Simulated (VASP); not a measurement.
# ScAl3 (Pm-3m) in VASP: settings compared, part 2 of 3

VASP 6.6.1. The steps go on from the part before.

### 3 Relaxation of cell and atoms, PBE+D3(BJ)

Contents of INCAR:

```
SYSTEM = ScAl3
ALGO = Fast ; EDIFF = 1E-7
EDIFFG = -0.005 ; ENCUT = 600
GGA = PE ; IBRION = 2
ISIF = 3 ; ISMEAR = 0
IVDW = 12 ; LASPH = .TRUE.
LCHARG = .FALSE. ; LREAL = .FALSE.
LWAVE = .FALSE. ; NELM = 100
NSW = 90 ; PREC = Accurate
SIGMA = 0.1
```

Contents of KPOINTS:

```
k-points
0
G
  10 10 10
  0 0 0
```

Contents of POSCAR:

```
ScAl3
1.0
    4.0878065700      0.0000000000      0.0000000000
    0.0000000000      4.0878065700      0.0000000000
    0.0000000000      0.0000000000      4.0878065700
Sc Al
1 3
Direct
    0.0000000000      0.0000000000      0.0000000000
    0.5000000000      0.0000000000      0.5000000000
    0.0000000000      0.5000000000      0.5000000000
    0.5000000000      0.5000000000      0.0000000000
```

Potentials or basis: VASP PAW PBE potentials, release 64 (Sc_sv, Al).

The run is started by

```console
cat potpaw_PBE.64/Sc_sv/POTCAR potpaw_PBE.64/Al/POTCAR > POTCAR
mpirun -np 1 vasp_std > vasp.out
```

OUTCAR:

```text
SYSTEM = ScAl3
   EDIFF = 1E-7
   EDIFFG = -0.005
   ENCUT = 600
   GGA = PE
   IBRION = 2
   ISIF = 3
   ISMEAR = 0
   IVDW = 12
   LASPH = .TRUE.
   LREAL = .FALSE.
   NELM = 100
   NSW = 90
   PREC = Accurate
 IVDW          = 12

 ion  position               nearest neighbor table
   1  0.000  0.000  0.000-   2 2.89   3 2.89   4 2.89   2 2.89   3 2.89   3 2.89   4 2.89   3 2.89
                             2 2.89   4 2.89   2 2.89   4 2.89
   2  0.500  0.000  0.500-   1 2.89   3 2.89   4 2.89   1 2.89   4 2.89   3 2.89   4 2.89   4 2.89
                             1 2.89   3 2.89   1 2.89   3 2.89
   3  0.000  0.500  0.500-   1 2.89   2 2.89   4 2.89   1 2.89   4 2.89   1 2.89   2 2.89   1 2.89
                             2 2.89   4 2.89   4 2.89   2 2.89
   4  0.500  0.500  0.000-   1 2.89   2 2.89   3 2.89   2 2.89   3 2.89   1 2.89   2 2.89   2 2.89
                             1 2.89   3 2.89   3 2.89   1 2.89

  LATTYP: Found a simple cubic cell.
 ALAT       =     4.0878065700

  Lattice vectors:

 A1 = (   4.0878065700,   0.0000000000,   0.0000000000)
 A2 = (   0.0000000000,   4.0878065700,   0.0000000000)
 A3 = (   0.0000000000,   0.0000000000,   4.0878065700)

Analysis of symmetry for initial positions (statically):
=====================================================================
 Subroutine PRICEL returns:
 Original cell was already a primitive cell.

 Routine SETGRP: Setting up the symmetry group for a
 simple cubic supercell.

 Subroutine GETGRP returns: Found 48 space group operations
 (whereof 48 operations were pure point group operations)
 out of a pool of 48 trial point group operations.

The static configuration has the point symmetry O_h .

Analysis of symmetry for dynamics (positions and initial velocities):
=====================================================================
 Subroutine PRICEL returns:
 Original cell was already a primitive cell.

 Routine SETGRP: Setting up the symmetry group for a
 simple cubic supercell.

 Subroutine GETGRP returns: Found 48 space group operations
 (whereof 48 operations were pure point group operations)
 out of a pool of 48 trial point group operations.

The dynamic configuration has the point symmetry O_h .

 Subroutine INISYM returns: Found 48 space group operations
 (whereof 48 operations are pure point group operations),
 and found     1 'primitive' translations

----------------------------------------------------------------------------------------

                                     Primitive cell

  volume of cell :      68.3079

  direct lattice vectors                    reciprocal lattice vectors
     4.087806570  0.000000000  0.000000000     0.244629970  0.000000000  0.000000000
     0.000000000  4.087806570  0.000000000     0.000000000  0.244629970  0.000000000
     0.000000000  0.000000000  4.087806570     0.000000000  0.000000000  0.244629970

  length of vectors
     4.087806570  4.087806570  4.087806570     0.244629970  0.244629970  0.244629970

  position of ions in fractional coordinates (direct lattice)
     0.000000000  0.000000000  0.000000000
     0.500000000  0.000000000  0.500000000
     0.000000000  0.500000000  0.500000000
     0.500000000  0.500000000  0.000000000

  ion indices of the primitive-cell ions
   primitive index   ion index
                 1           1
                 2           2
                 3           3
                 4           4

----------------------------------------------------------------------------------------

 KPOINTS: k-points

[... 26 lines left out ...]
  0.200000  0.000000  0.000000      6.000000
  0.300000  0.000000  0.000000      6.000000
  0.400000  0.000000  0.000000      6.000000
  0.500000  0.000000  0.000000      3.000000
[... 16 lines left out ...]
  0.200000  0.100000  0.100000     24.000000
  0.300000  0.100000  0.100000     24.000000
 [... further k-points ...]
   k-points           NKPTS =     56   k-points in BZ     NKDIM =     56   number of bands    NBANDS=     14
   number of dos      NEDOS =    301   number of ions     NIONS =      4
   total plane-waves  NPLWV =  46656
   dimension x,y,z NGX =    36 NGY =   36 NGZ =   36
   dimension x,y,z NGXF=    72 NGYF=   72 NGZF=   72
   ions per type =               1   3
   NGX,Y,Z   is equivalent  to a cutoff of  14.64, 14.64, 14.64 a.u.
   NGXF,Y,Z  is equivalent  to a cutoff of  29.28, 29.28, 29.28 a.u.
 SYSTEM =  ScAl3
   PREC   = accura    normal or accurate (medium, high low for compatibility)
   ISTART =      0    job   : 0-new  1-cont  2-samecut
   ICHARG =      2    charge: 1-file 2-atom 10-const
   ISPIN  =      1    spin polarized calculation?
   LNONCOLLINEAR =      F non collinear calculations
   LSORBIT =      F    spin-orbit coupling
   LASPH  =      T    aspherical Exc in radial PAW
   ENCUT  =  600.0 eV  44.10 Ry    6.64 a.u.   8.16  8.16  8.16*2*pi/ulx,y,z
   NELM   =    100;   NELMIN=  2; NELMDL= -5     # of ELM steps
   EDIFF  = 0.1E-06   stopping-criterion for ELM
   LREAL  =      F    real-space projection
   EDIFFG = -.5E-02   stopping-criterion for IOM
   NSW    =     90    number of steps for IOM
   IBRION =      2    ionic relax: 0-MD 1-quasi-New 2-CG
   NFREE  =      1    steps in history (QN), initial steepest desc. (CG)
   ISIF   =      3    stress and relaxation
   ISYM   =      2    0-nonsym 1-usesym 2-fastsym
   POTIM  = 0.5000    time-step for ionic-motion
   TEBEG  =    0.0;   TEEND  =   0.0 temperature during run
   PSTRESS=    0.0 pullay stress
   NELECT =      20.0000    total number of electrons
   NUPDOWN=      -1.0000    fix difference up-down
   EMIN   =  10.00;   EMAX   =-10.00  energy-range for DOS
   EFERMI =   0.00;   METHOD = LEGACY
   ISMEAR =     0;   SIGMA  =   0.10  broadening in eV -4-tet -1-fermi 0-gaus
   EFERMI_NEDOS =   21; number of points for ismear=-14 and -15
   IALGO  =     68    algorithm
   IMIX   =      4    mixing-type and parameters
     AMIX     =   0.40;   BMIX     =  1.00
     AMIX_MAG =   1.60;   BMIX_MAG =  1.00
  volume/ion in A,a.u.               =      17.08       115.24
  Fermi-wavevector in a.u.,A,eV,Ry     =   1.087079  2.054282 16.078563  1.181741
  Thomas-Fermi vector in A             =   2.223230
   LORBIT       =      0    0 simple, 1 ext, 2 COOP (PROOUT), +10 PAW based schemes
   GGA     = PE    functional components
   LHFCALC =     F    Hartree Fock is set to
   AEXX    =    0.0000 exact exchange contribution
   IVDW    =    12    specifies the selected vdW correction
   LEPSILON=     F    determine dielectric tensor
   LRPA    =     F    only Hartree local field effects (RPA)
 conjugate gradient relaxation of ions
 non-spin polarized calculation
 RMM-DIIS sequential band-by-band and
 Gauss-broadening in eV      SIGMA  =   0.10
  energy-cutoff  :      600.00
  volume of cell :       68.31
 maximum number of plane-waves:      2301
 NGX is ok and might be reduce to    36
   NGX = 17   NGY = 17   NGZ = 17

--------------------------------------- Ionic step        1  -------------------------------------------

 number of electron      20.0000002 magnetization

 Free energy of the ion-electron system (eV)
  ---------------------------------------------------
  ext. energy  EPLUGINS =         0.00000000
  ---------------------------------------------------
  free energy    TOTEN  =       -19.29800927 eV

  energy without entropy =      -19.29210550  energy(sigma->0) =      -19.29505739

------------------------ aborting loop because EDIFF is reached ----------------------------------------

 Edisp (eV)   -1.51608

 E8    (eV) :    -0.6964
[... 75 lines left out ...]
--------------------------------------- Ionic step        3  -------------------------------------------

 number of electron      20.0000004 magnetization

 Free energy of the ion-electron system (eV)
  ---------------------------------------------------
  ext. energy  EPLUGINS =         0.00000000
  ---------------------------------------------------
  free energy    TOTEN  =       -19.26801080 eV

  energy without entropy =      -19.26276106  energy(sigma->0) =      -19.26538593

 E-fermi :   7.5497     XC(G=0): -10.5269

 val. band max:        7.5163643150   @ k =   0.5000   0.1000   0.1000
 cond. band min:       7.5522725549   @ k =   0.3000   0.0000   0.0000
 fundamental gap:      0.0359082400
 Fermi energy:         7.5497135839

 k-point     1 :       0.0000    0.0000    0.0000
  band No.  band energies     occupation
      1     -41.3406      2.00000
      2     -20.0555      2.00000
      3     -20.0555      2.00000
      4     -20.0555      2.00000
      5      -2.6494      2.00000
      6       4.8772      2.00000
      7       4.8772      2.00000
      8       5.7014      2.00000
      9       5.7014      2.00000
     10       5.7014      2.00000
     11       8.7895      0.00000
     12       8.8549      0.00000
     13       8.8549      0.00000
     14       8.8549      0.00000
[... 377 lines left out ...]
      1     -41.3393      2.00000
      2     -20.0789      2.00000
      3     -20.0569      2.00000
      4     -20.0565      2.00000
      5      -1.6425      2.00000
      6       1.9276      2.00000
      7       4.5527      2.00000
      8       5.1437      2.00000
      9       6.3139      2.00000
     10       7.7644      0.00240
     11       8.1833      0.00000
     12       8.5914      0.00000
     13       9.5357      0.00000
     14      10.3114      0.00000

 [... further k-points ...]

------------------------ aborting loop because EDIFF is reached ----------------------------------------

 Edisp (eV)   -1.56146

 E8    (eV) :    -0.7176
[... 27 lines left out ...]
  FREE ENERGIE OF THE ION-ELECTRON SYSTEM (eV)
  ---------------------------------------------------
  free  energy   TOTEN  =       -20.8294725029 eV

  energy  without entropy=      -20.8242227614  energy(sigma->0) =      -20.82684763

 reached required accuracy - stopping structural energy minimisation
```

OSZICAR:

```text
N       E                     dE             d eps       ncg     rms          rms(c)
DAV:   1     0.126962276462E+03    0.12696E+03   -0.91013E+03  1568   0.145E+03
DAV:   2    -0.111199930275E+02   -0.13808E+03   -0.13610E+03  1580   0.375E+02
DAV:   3    -0.201339053634E+02   -0.90139E+01   -0.84994E+01  2468   0.794E+01
[... 46 lines left out ...]
RMM:  11    -0.192680115280E+02   -0.18662E-06   -0.34280E-06  1558   0.172E-02    0.805E-03
RMM:  12    -0.192680110001E+02    0.52789E-06   -0.70852E-07  1418   0.124E-02    0.559E-03
RMM:  13    -0.192680112272E+02   -0.22712E-06   -0.65111E-06  1850   0.215E-02    0.322E-03
RMM:  14    -0.192680107723E+02    0.45490E-06   -0.85794E-07  1414   0.141E-02    0.160E-03
RMM:  15    -0.192680108002E+02   -0.27884E-07   -0.28186E-07  1163   0.512E-03
   3 F= -.20829473E+02 E0= -.20826848E+02  d E =-.153804E-01
```

CONTCAR:

```text
ScAl3
   1.00000000000000
     4.0493833321694526    0.0000000000000000   -0.0000000000000000
     0.0000000000000000    4.0493833321694526    0.0000000000000000
    -0.0000000000000000    0.0000000000000000    4.0493833321694526
  Sc              Al
     1     3
Direct
     0.0000000000000000    0.0000000000000000    0.0000000000000000
     0.5000000000000000    0.0000000000000000    0.5000000000000000
     0.0000000000000000    0.5000000000000000    0.5000000000000000
     0.5000000000000000    0.5000000000000000    0.0000000000000000

  0.00000000E+00  0.00000000E+00  0.00000000E+00
  0.00000000E+00  0.00000000E+00  0.00000000E+00
  0.00000000E+00  0.00000000E+00  0.00000000E+00
  0.00000000E+00  0.00000000E+00  0.00000000E+00
```

Wall time 86 s (1 thread of Intel Xeon 6975P-C (Granite Rapids), shared host); peak memory 0.26 GiB.

Results:

```yaml
Free_energy: -20.8295 eV
Relaxed_volume: 16.60 Å³/atom
Relaxed_cell: a = 4.049 Å, b = 4.049 Å, c = 4.049 Å, α = 90.00°, β = 90.00°, γ = 90.00°
Space_group_after_relaxing_to_0.05_Å: Pm-3m (No. 221)
Energy_gained_by_relaxing: 3.8 meV/atom
Ionic_steps: 3
Pressure_after_relaxing: 0.0 GPa
Band_gap_on_the_k_mesh: none (metal or under the smearing width)
Dispersion_energy_per_atom: -0.390 eV
```

Step by step:
```
step  energy change (eV)  largest force (eV/Å)  pressure (GPa)  volume (Å³)
   1              0.0000                0.0000           -2.50        68.31
   2             -0.0132                0.0000            1.06        65.70
   3             -0.0154                0.0000            0.00        66.40
```

Final structure:
```yaml
crystal:
  lattice:
    - [4.04938, 0.00000, 0.00000]
    - [0.00000, 4.04938, 0.00000]
    - [0.00000, 0.00000, 4.04938]
  atoms:
    - { symbol: Sc, position: [0.00000, 0.00000, 0.00000] }
    - { symbol: Al, position: [0.50000, 0.00000, 0.50000] }
    - { symbol: Al, position: [0.00000, 0.50000, 0.50000] }
    - { symbol: Al, position: [0.50000, 0.50000, 0.00000] }
```

Levels at points of the mesh, in eV from the Fermi level:
```csv
k point,band 6,band 7,band 8,band 9,band 10,band 11,band 12,band 13,band 14
"(0.00, 0.00, 0.00)",-2.67,-2.67,-1.85,-1.85,-1.85,1.24,1.31,1.31,1.31
"(0.50, 0.00, 0.00)",-7.44,-1.78,-1.78,-1.55,1.01,1.03,1.03,1.34,1.66
"(0.50, 0.50, 0.00)",-5.70,-5.70,-4.45,-0.57,-0.57,1.19,1.39,2.13,3.52
"(0.50, 0.50, 0.50)",-4.86,-4.86,-4.60,-3.01,-3.01,-3.01,1.01,2.68,2.68
```

Caveat: pairwise dispersion overbinds metals, which lowers pressure and volume.

### 4 Relaxation of cell and atoms, PBEsol

Contents of INCAR:

```
SYSTEM = ScAl3
ALGO = Fast ; EDIFF = 1E-7
EDIFFG = -0.005 ; ENCUT = 300
GGA = PS ; IBRION = 2
ISIF = 3 ; ISMEAR = 0
LASPH = .TRUE. ; LCHARG = .FALSE.
LREAL = .FALSE. ; LWAVE = .FALSE.
NELM = 100 ; NSW = 90
PREC = Accurate ; SIGMA = 0.1
```

KPOINTS is that of step 3.

POSCAR is that of step 3.

The run is started by

```console
cat potpaw_PBE.64/Sc_sv/POTCAR potpaw_PBE.64/Al/POTCAR > POTCAR
mpirun -np 1 vasp_std > vasp.out
```

Run time: 26 s. Hardware: 1 thread of Intel Xeon 6975P-C (Granite Rapids), shared host; peak memory 0.15 GiB.

It converged, with:

```
Free energy                            : -20.7558 eV
Relaxed volume                         : 16.85 Å³/atom
Relaxed cell                           : a = 4.070 Å, b = 4.070 Å, c = 4.070 Å, α = 90.00°, β = 90.00°, γ = 90.00°
Space group after relaxing (to 0.05 Å) : Pm-3m (No. 221)
Energy gained by relaxing              : 0.9 meV/atom
Ionic steps                            : 3
Pressure after relaxing                : 0.0 GPa
Band gap on the k mesh                 : none (metal or under the smearing width)
```

Step by step:
```
step  energy change (eV)  largest force (eV/Å)  pressure (GPa)  volume (Å³)
   1              0.0000                0.0000           -1.19        68.31
   2             -0.0030                0.0000            0.47        67.06
   3             -0.0035                0.0000            0.03        67.40
```

Final structure:
```
Sc Al
1.0
     4.06952    0.00000    0.00000
     0.00000    4.06952    0.00000
     0.00000    0.00000    4.06952
Sc Al
1 3
Direct
  0.00000 0.00000 0.00000
  0.50000 0.00000 0.50000
  0.00000 0.50000 0.50000
  0.50000 0.50000 0.00000
```

Levels at points of the mesh, in eV from the Fermi level:
```
           k point  band 8  band 9  band 10  band 11  band 12  band 13
(0.00, 0.00, 0.00)   -1.82   -1.82    -1.82     1.21     1.29     1.29
(0.50, 0.00, 0.00)   -1.75   -1.53     0.94     1.02     1.02     1.33
(0.50, 0.50, 0.00)   -4.41   -0.56    -0.56     1.20     1.37     2.08
(0.50, 0.50, 0.50)   -4.54   -2.97    -2.97    -2.97     0.94     2.63
```

Caveat: the PAW data sets were made with another functional, which shifts forces and pressure a little.

[end of part 2 of 3]
